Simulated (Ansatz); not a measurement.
LaAlO3:
```
CELL_PARAMETERS angstrom
      2.70656     1.56263     4.39780
     -2.70656     1.56263     4.39780
      0.00000    -3.12526     4.39780
ATOMIC_POSITIONS crystal
  La 0.25000 0.25000 0.25000
  La 0.75000 0.75000 0.75000
  Al 0.00000 0.00000 0.00000
  Al 0.50000 0.50000 0.50000
  O  0.78891 0.71109 0.25000
  O  0.25000 0.78891 0.71109
  O  0.71109 0.25000 0.78891
  O  0.21109 0.28891 0.75000
  O  0.75000 0.21109 0.28891
  O  0.28891 0.75000 0.21109
```

Relaxed with PBE. Special points in fractions of this cell's reciprocal vectors: Γ (0.000, 0.000, 0.000); T (0.500, 0.500, 0.500); H2 (0.749, 0.251, 0.500); H0 (0.500, -0.251, 0.251); L (0.500, 0.000, 0.000); S0 (0.375, -0.375, 0.000); S2 (0.625, 0.000, 0.375); F (0.500, 0.000, 0.500).

**Question.** List the band energies nearest the valence-band maximum at these points for PBE in the plane-wave PAW code Ansatz.

**Answer.** In eV from the valence-band maximum; about four levels below and three above (degenerate sets whole), none deeper than 8.9 eV; points with the same levels are listed once.

| k | below | above |
|---|---|---|
| Γ | -0.27 -0.27 -0.13 -0.13 -0.05 | 4.02 4.02 4.63 4.63 |
| T | -0.53 -0.53 -0.53 -0.53 | 4.59 4.59 4.59 4.59 |
| H2 | -0.96 -0.96 -0.49 -0.49 | 4.52 4.52 4.65 4.65 |
| L | -0.53 -0.53 -0.23 -0.23 | 4.52 4.52 4.56 4.56 |
| S0 | -1.11 -0.90 -0.84 -0.12 | 4.51 4.52 4.57 |
| F | -1.18 -0.87 -0.86 0.00 | 4.51 4.52 4.53 |

Space group R-3c. Symmetry was held in the PBE relaxation. Scalar-relativistic: spin–orbit coupling is off unless named, which matters more the heavier the elements.

Potentials: the later of the program's two PAW sets.
